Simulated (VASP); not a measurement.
# HgTe (Fm-3m) in VASP: single point with PBE

Aim: the single point of HgTe with PBE.

Program: VASP 6.6.1. These are calculated values, not measurements. Logs are shortened: lines on timing, memory, paths and dates and some standing lists are left out, and cuts for length are marked.

### Step 1. The structure

Symmetry: Fm-3m, No. 225, cubic system. Conventional cell: a = 6.360 Å, b = 6.360 Å, c = 6.360 Å, α = 90.00°, β = 90.00°, γ = 90.00°. Around Hg (site symmetry m-3m) lie 6 Te at 3.18 Å. Te (site symmetry m-3m) has 6 Hg at 3.18 Å as nearest neighbours.

Measurements of this composition are mostly on another form, of space group No. 216.

### Step 2. Single point, PBE

Input file INCAR:

```
  PREC = Accurate
  ENCUT = 520
  EDIFF = 1E-6
  ISMEAR = -1
  SIGMA = 0.02
  LREAL = F
  LASPH = T
  NELM = 80
  ALGO = Normal
  ISIF = 2
  LWAVE = F
  LCHARG = F
  GGA = PE
  NBANDS = 16
```

Input file KPOINTS:

```
regular mesh
0
Gamma
  8 8 8
```

Input file POSCAR:

```
HgTe
1.0
    0.0000000000      3.1800000000      3.1800000000
    3.1800000000      0.0000000000      3.1800000000
    3.1800000000      3.1800000000      0.0000000000
Hg Te
1 1
Direct
    0.0000000000      0.0000000000      0.0000000000
    0.5000000000      0.5000000000      0.5000000000
```

Potentials or basis: VASP PAW PBE potentials, release 64 (Hg, Te).

The run is started by

```console
cat potpaw_PBE.64/Hg/POTCAR potpaw_PBE.64/Te/POTCAR > POTCAR
mpirun -np 1 vasp_std > vasp.out
```

OUTCAR:

```text
PREC = Accurate
   ENCUT = 520
   EDIFF = 1E-6
   ISMEAR = -1
   LREAL = F
   LASPH = T
   NELM = 80
   ISIF = 2
   GGA = PE

 ion  position               nearest neighbor table
   1  0.000  0.000  0.000-   2 3.18   2 3.18   2 3.18   2 3.18   2 3.18   2 3.18
   2  0.500  0.500  0.500-   1 3.18   1 3.18   1 3.18   1 3.18   1 3.18   1 3.18

  LATTYP: Found a face centered cubic cell.
 ALAT       =     6.3600000000

  Lattice vectors:

 A1 = (   0.0000000000,   3.1800000000,   3.1800000000)
 A2 = (   3.1800000000,   0.0000000000,   3.1800000000)
 A3 = (   3.1800000000,   3.1800000000,   0.0000000000)

Analysis of symmetry for initial positions (statically):
=====================================================================
 Subroutine PRICEL returns:
 Original cell was already a primitive cell.

 Routine SETGRP: Setting up the symmetry group for a
 face centered cubic supercell.

 Subroutine GETGRP returns: Found 48 space group operations
 (whereof 48 operations were pure point group operations)
 out of a pool of 48 trial point group operations.

The static configuration has the point symmetry O_h .

Analysis of symmetry for dynamics (positions and initial velocities):
=====================================================================
 Subroutine PRICEL returns:
 Original cell was already a primitive cell.

 Routine SETGRP: Setting up the symmetry group for a
 face centered cubic supercell.

 Subroutine GETGRP returns: Found 48 space group operations
 (whereof 48 operations were pure point group operations)
 out of a pool of 48 trial point group operations.

The dynamic configuration has the point symmetry O_h .

 Subroutine INISYM returns: Found 48 space group operations
 (whereof 48 operations are pure point group operations),
 and found     1 'primitive' translations

----------------------------------------------------------------------------------------

                                     Primitive cell

  volume of cell :      64.3149

  direct lattice vectors                    reciprocal lattice vectors
     0.000000000  3.180000000  3.180000000    -0.157232704  0.157232704  0.157232704
     3.180000000  0.000000000  3.180000000     0.157232704 -0.157232704  0.157232704
     3.180000000  3.180000000  0.000000000     0.157232704  0.157232704 -0.157232704

[... 75 lines left out ...]
   ISTART =      0    job   : 0-new  1-cont  2-samecut
   ICHARG =      2    charge: 1-file 2-atom 10-const
   ISPIN  =      1    spin polarized calculation?
   LNONCOLLINEAR =      F non collinear calculations
   LSORBIT =      F    spin-orbit coupling
   LASPH  =      T    aspherical Exc in radial PAW
   ENCUT  =  520.0 eV  38.22 Ry    6.18 a.u.   8.36  8.36  8.36*2*pi/ulx,y,z
   NELM   =     80;   NELMIN=  2; NELMDL= -5     # of ELM steps
   EDIFF  = 0.1E-05   stopping-criterion for ELM
   LREAL  =      F    real-space projection
   EDIFFG = 0.1E-04   stopping-criterion for IOM
   NSW    =      0    number of steps for IOM
   IBRION =     -1    ionic relax: 0-MD 1-quasi-New 2-CG
   NFREE  =      0    steps in history (QN), initial steepest desc. (CG)
   ISIF   =      2    stress and relaxation
   ISYM   =      2    0-nonsym 1-usesym 2-fastsym
   POTIM  = 0.5000    time-step for ionic-motion
   TEBEG  =    0.0;   TEEND  =   0.0 temperature during run
   PSTRESS=    0.0 pullay stress
   NELECT =      18.0000    total number of electrons
   NUPDOWN=      -1.0000    fix difference up-down
   EMIN   =  10.00;   EMAX   =-10.00  energy-range for DOS
   EFERMI =   0.00;   METHOD = LEGACY
   ISMEAR =    -1;   SIGMA  =   0.02  broadening in eV -4-tet -1-fermi 0-gaus
   EFERMI_NEDOS =   21; number of points for ismear=-14 and -15
   IALGO  =     38    algorithm
   IMIX   =      4    mixing-type and parameters
     AMIX     =   0.40;   BMIX     =  1.00
     AMIX_MAG =   1.60;   BMIX_MAG =  1.00
  volume/ion in A,a.u.               =      32.16       217.01
  Fermi-wavevector in a.u.,A,eV,Ry     =   1.070850  2.023613 15.602062  1.146719
  Thomas-Fermi vector in A             =   2.206572
   LORBIT       =      0    0 simple, 1 ext, 2 COOP (PROOUT), +10 PAW based schemes
   GGA     = PE    functional components
   LHFCALC =     F    Hartree Fock is set to
   AEXX    =    0.0000 exact exchange contribution
   IVDW    =     0    specifies the selected vdW correction
   LEPSILON=     F    determine dielectric tensor
   LRPA    =     F    only Hartree local field effects (RPA)
 non-spin polarized calculation
  energy-cutoff  :      520.00
  volume of cell :       64.31
 maximum number of plane-waves:      1759
 NGX is ok and might be reduce to    36
   NGX = 17   NGY = 17   NGZ = 17

 number of electron      17.9999998 magnetization

 Free energy of the ion-electron system (eV)
  ---------------------------------------------------
  ext. energy  EPLUGINS =         0.00000000
  ---------------------------------------------------
  free energy    TOTEN  =        -3.26230763 eV

  energy without entropy =       -3.25877177  energy(sigma->0) =       -3.26053970

 E-fermi :   3.1582     XC(G=0):  -9.2797

 val. band max:        3.1567803141   @ k =  -0.3750   0.3750   0.0000
 cond. band min:       3.1823026538   @ k =  -0.3750   0.1250   0.0000
 fundamental gap:      0.0255223398
 Fermi energy:         3.1581873866

 k-point     1 :       0.0000    0.0000    0.0000
  band No.  band energies     occupation
      1      -8.1551      2.00000
      2      -3.2141      2.00000
      3      -3.2141      2.00000
      4      -3.1653      2.00000
      5      -3.1653      2.00000
      6      -3.1653      2.00000
[... 433 lines left out ...]
      3      -3.2575      2.00000
      4      -3.2350      2.00000
      5      -3.0368      2.00000
      6      -3.0123      2.00000
[... 8 lines left out ...]
     15      12.4466      0.00000
     16      14.6121      0.00000

 [... further k-points ...]
[... 5 lines left out ...]
  --------------------------------------------------------------------------------------
  -------------------------------------------------------------------------------------
  Total       -1.4164225     -1.4164225     -1.4164225      0.0000000     -0.0000000      0.0000000
  in kB      -35.2851553    -35.2851553    -35.2851553      0.0000000     -0.0000000      0.0000000
  external PRESSURE =     -35.2851553 kB  Pullay stress =       0.0000000 kB

 VOLUME and BASIS-vectors are now :
 -----------------------------------------------------------------------------
  energy-cutoff  :      520.00
  volume of cell :       64.31
      direct lattice vectors                 reciprocal lattice vectors
     0.000000000  3.180000000  3.180000000    -0.157232704  0.157232704  0.157232704
     3.180000000  0.000000000  3.180000000     0.157232704 -0.157232704  0.157232704
     3.180000000  3.180000000  0.000000000     0.157232704  0.157232704 -0.157232704

 POSITION                                       TOTAL-FORCE (eV/Angst)
 -----------------------------------------------------------------------------------
      0.00000      0.00000      0.00000         0.000000      0.000000      0.000000
      3.18000      3.18000      3.18000        -0.000000      0.000000     -0.000000
 -----------------------------------------------------------------------------------
    total drift:                               -0.000000      0.000000      0.000000

  FREE ENERGIE OF THE ION-ELECTRON SYSTEM (eV)
  ---------------------------------------------------
  free  energy   TOTEN  =        -3.2623076303 eV

  energy  without entropy=       -3.2587717729  energy(sigma->0) =       -3.26053970
```

It took 37 s on 1 thread of Intel Xeon Platinum 8375C at 2.90GHz (Ice Lake), shared host; peak memory 0.21 GiB.

What came out:

- Free energy: -3.2623 eV
- Pressure: -3.5 GPa
- Band gap on the k mesh: none (metal or under the smearing width)

Spin-orbit coupling is left out, which matters for the levels of Hg, Te.
